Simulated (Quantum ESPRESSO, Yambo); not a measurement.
# How the form of the self-energy moves the gap of SiC (Moissanite), part 2 of 2

Wanted: the gap of SiC (Moissanite) under several approximations, with cost.

Quantum ESPRESSO 7.5 and Yambo 5.3.0; PBE and many-body steps on it, plane waves. Known limits of the many-body steps: not at the basis limit; coarse k mesh.

So far. Step 2 (Empty states on the mesh, 3×3×4 mesh, 496 bands): On this mesh the gap is 2.283 eV. Step 4 (G0W0, Godby-Needs plasmon pole): The gap on the mesh goes from 2.28 eV to 3.01 eV, a correction of +0.73 eV.

## Step 5: One-shot COHSEX

This step: one-shot COHSEX on PBE, plane waves, norm-conserving pseudopotentials.

gw4.in

```
HF_and_locXC
gw0
dyson
cohsex
em1s
rim_cut
RandQpts= 1000000
RandGvec= 1 RL
EXXRLvcs= 74 Ry
VXCRLvcs= 296 Ry
Chimod= "HARTREE"
% BndsRnXs
 1 | 207 |
%
NGsBlkXs= 17 Ry
% LongDrXs
 1 | 1 | 1 |
%
% GbndRnge
 1 | 207 |
%
DysSolver= "n"
ExtendOut
% QPkrange
 1 | 1 | 7 | 10 |
 7 | 7 | 7 | 10 |
 4 | 4 | 7 | 10 |
%
```

On the command line:

```console
OMP_NUM_THREADS=1 mpirun -n 4 yambo -F gw4.in -J gw4 -C gw4 > gw4.log
```

Output:

```text
 Yambo, version 5.3.0

 [02] CORE Variables Setup
 =========================

  [... cell, symmetries and grids as in the set-up ...]

  [02.05] Energies & Occupations
  ==============================

  [X] === General ===
  [X] Electronic Temperature                        :  0.000000  0.000000 [eV K]
  [X] Bosonic    Temperature                        :  0.000000  0.000000 [eV K]
  [X] Finite Temperature mode                       : no
  [X] El. density                                   :  0.38681E+24 [cm-3]
  [X] Fermi Level                                   :  9.650849 [eV]

  [X] === Gaps and Widths ===
  [X] Conduction Band Min                           :  2.283037 [eV]
  [X] Valence Band Max                              :  0.000000 [eV]
  [X] Filled Bands                                  :   8
  [X] Empty Bands                                   :     9   496
  [X] Direct Gap                                    :  4.286464 [eV]
  [X] Direct Gap localized at k                     :   4
  [X] Indirect Gap                                  :  2.283037 [eV]
  [X] Indirect Gap between kpts                     :   1   7
  [X] Last valence band width                       :  3.832875 [eV]
  [X] 1st conduction band width                     :  3.608972 [eV]

 [03] Transferred momenta grid and indexing
 ==========================================

 IBZ Q-points                                      :  10
 BZ  Q-points                                      :   36

 K/Q-points units:
 rlu = crystal or reduced units; cc = cartesian coordinates; iku = interal k-units

 Q [ 1]         [rlu]:  0.000000  0.000000  0.000000
 Q [ 2]         [rlu]:  0.000000  0.000000  0.250000
 Q [ 3]         [rlu]:  0.000000  0.000000 -0.500000
[...]
PP Number of Atomic Species                      :  2
  NLCC RL compoments                               :  23969

 [xc] E_xc :  -6.119829 [Ha]
      E_xc :  -12.23966 [Ry]

  Local XC kind (lXC) : Perdew, Burke & Ernzerhof(X)+Perdew, Burke & Ernzerhof(C)
  Non-Local XC kind (nlXC) : Hartree-Fock

  Corrections @ K [1] :  [eV]
 <7|nlXC|7> = -17.88872 -0.78240E-17 <7|lXC|7> = -15.06937 -0.18882E-15
 <8|nlXC|8> = -17.88813  0.15773E-16 <8|lXC|8> = -15.06937  0.18882E-15
 <9|nlXC|9> = -6.641639 -0.38327E-17 <9|lXC|9> = -12.10368  0.000000
[...]
Corrections @ K [4] :  [eV]
[...]
Corrections @ K [7] :  [eV]
[...]
<9|nlXC|9> = -5.490164 -0.53753E-18 <9|lXC|9> = -9.853741  0.000000
 <10|nlXC|10> = -6.330252  0.24215E-17 <10|lXC|10> = -12.28319 -0.47204E-16

 [08] Dyson equation: Newton solver
 ==================================

 [Newton] Sc step       :  0.100000 [eV]
 [Newton] Sc steps      :  1

  [08.01] G0W0 (COHSEX)
  =====================

  [  GW  ] Bands range     :   1  10

  QP @ state[ 1 ] K range:  1  1
  QP @ state[ 1 ] b range:   7  10
  QP @ state[ 2 ] K range:   4   4
  QP @ state[ 2 ] b range:   7  10
  QP @ state[ 3 ] K range:   7   7
  QP @ state[ 3 ] b range:   7  10

   Sc Empty Bands                                   : no
   Sc bands terminator                              : no
   Sx RL components                                 :  3009

   QP @ state[ 1 ] K range                          :  1  1
   QP @ state[ 1 ] b range                          :   7  10
   QP @ state[ 2 ] K range                          :   4   4
   QP @ state[ 2 ] b range                          :   7  10
   QP @ state[ 3 ] K range                          :   7   7
   QP @ state[ 3 ] b range                          :   7  10
   GF WF`s kind                                     : Perdew, Burke & Ernzerhof(X)+Perdew, Burke & Ernzerhof(C)
   Xs energies kind                                 : Perdew, Burke & Ernzerhof(X)+Perdew, Burke & Ernzerhof(C)
   Xs WF`s kind                                     : Perdew, Burke & Ernzerhof(X)+Perdew, Burke & Ernzerhof(C)

 [11] Game Over & Game summary
```

The job ended after 51 s (4 MPI ranks of Arm Neoverse V1, shared host; peak memory 1.6 GiB; 3.4 min of CPU time).

Numbers from this step:

```yaml
quasiparticle_gap_on_the_points_computed: 4.287 eV
starting_gap_on_the_mesh: 2.283 eV
k_of_the_valence_top: 0, 0, 0
k_of_the_conduction_bottom: 0.3333, 0.3333, 0
least_direct_quasiparticle_gap_on_the_computed_points: 6.489 eV
z_at_the_valence_top: 1
z_at_the_conduction_bottom: 1
```

Against G0W0 in Yambo (3×3×4 mesh, 207 bands, screening to 231.3 eV, Godby-Needs plasmon pole), the gap moves by +1.273 eV.

## Step 6: One-shot Hartree-Fock

This step: one-shot Hartree-Fock on PBE, plane waves, norm-conserving pseudopotentials.

gw5.in

```
HF_and_locXC
rim_cut
RandQpts= 1000000
RandGvec= 1 RL
EXXRLvcs= 74 Ry
VXCRLvcs= 296 Ry
% QPkrange
 1 | 1 | 7 | 10 |
 7 | 7 | 7 | 10 |
 4 | 4 | 7 | 10 |
%
```

On the command line:

```console
OMP_NUM_THREADS=1 mpirun -n 4 yambo -F gw5.in -J gw5 -C gw5 > gw5.log
```

Output:

```text
 Yambo, version 5.3.0

 [02] CORE Variables Setup
 =========================

  [... cell, symmetries and grids as in the set-up ...]

  [02.05] Energies & Occupations
  ==============================

  [X] === General ===
  [X] Electronic Temperature                        :  0.000000  0.000000 [eV K]
  [X] Bosonic    Temperature                        :  0.000000  0.000000 [eV K]
  [X] Finite Temperature mode                       : no
  [X] El. density                                   :  0.38681E+24 [cm-3]
[...]
E_xc :  -12.23966 [Ry]

  Local XC kind (lXC) : Perdew, Burke & Ernzerhof(X)+Perdew, Burke & Ernzerhof(C)
  Non-Local XC kind (nlXC) : Hartree-Fock

  Corrections @ K [1] :  [eV]
 <7|nlXC|7> = -17.88872 -0.78240E-17 <7|lXC|7> = -15.06937 -0.18882E-15
 <8|nlXC|8> = -17.88813  0.15773E-16 <8|lXC|8> = -15.06937  0.18882E-15
 <9|nlXC|9> = -6.641639 -0.38327E-17 <9|lXC|9> = -12.10368  0.000000
[...]
Corrections @ K [4] :  [eV]
[...]
Corrections @ K [7] :  [eV]
[...]
<9|nlXC|9> = -5.490164 -0.53753E-18 <9|lXC|9> = -9.853741  0.000000
 <10|nlXC|10> = -6.330252  0.24215E-17 <10|lXC|10> = -12.28319 -0.47204E-16

 [08] Game Over & Game summary
```

Elapsed: 3 s, on 4 MPI ranks; peak memory 1.2 GiB; 12 s of CPU time.

Numbers from this step:

- quasiparticle gap on the mesh: 9.465 eV
- starting gap on the mesh: 2.283 eV
- k of the valence top: 0, 0, 0
- k of the conduction bottom: 0.3333, 0.3333, 0
- least direct quasiparticle gap on the computed points: 12.33 eV

Against G0W0 in Yambo (3×3×4 mesh, 207 bands, screening to 231.3 eV, Godby-Needs plasmon pole), the gap moves by +6.451 eV.

## Step 7: The runs together

Times are wall times on 4 MPI ranks of Arm Neoverse V1, shared host, good to a factor of about two.

```csv
run,mesh,bands,screening cutoff (eV),DFT gap (eV),gap on the mesh (eV),direct (eV),time
"G0W0, Godby-Needs plasmon pole",3×3×4,207,231.3,2.283,3.014,5.236,2.5 min
one-shot COHSEX,3×3×4,207,231.3,2.283,4.287,6.489,51 s
one-shot Hartree-Fock,3×3×4,-,-,2.283,9.465,12.333,3 s
```

## Step 8: Summary of results

| Property | Result |
| --- | --- |
| G0W0, Godby-Needs plasmon pole | 3.014 eV |
| one-shot COHSEX | 4.287 eV |
| one-shot Hartree-Fock | 9.465 eV |
| known limits | not at the basis limit; coarse k mesh |

What this shows: One-shot COHSEX: +1.273 eV against G0W0, Godby-Needs plasmon pole. One-shot Hartree-Fock: +6.451 eV against G0W0, Godby-Needs plasmon pole. Bare exchange alone opens the gap to 9.47 eV; against G0W0, correlation takes back 6.45 eV. Static COHSEX lies above G0W0: it lacks the factor Z and overstates the Coulomb hole of the filled states. Against experiment, by G0W0, Godby-Needs plasmon pole: the gap of 3.01 eV lies −0.32 eV from the measured 3.33 eV (kind not stated, quoted 2020). These are gaps on the mesh, at modest bands and cutoff. The calculation has static nuclei and no excitons; a measured gap holds zero-point and thermal motion, which mostly lowers it. Bands and cutoff are finite, so the gap is not at the basis limit. The miss can reach some tenths of an eV and take either sign; the mesh is an error of its own. The 3×3×4 mesh is coarse for this cell, which bears on the long-range parts of exchange and screening.

[Paths, hosts, dates, memory and timing lines, banners, echoed tables and standing remarks are left out of the program output.]

[Logs are printed without paths, hosts, clocks, repeated set-up lines and the standing remarks that a program may print on its own settings, such as how far it seeks lower states.]

[Runs of the session that timed out or met a known fault of the program may be left out.]

[Hosts, paths, dates, database ids (printed as entryN), source tags and the programs' standing remarks are cut or masked in the printed files.]
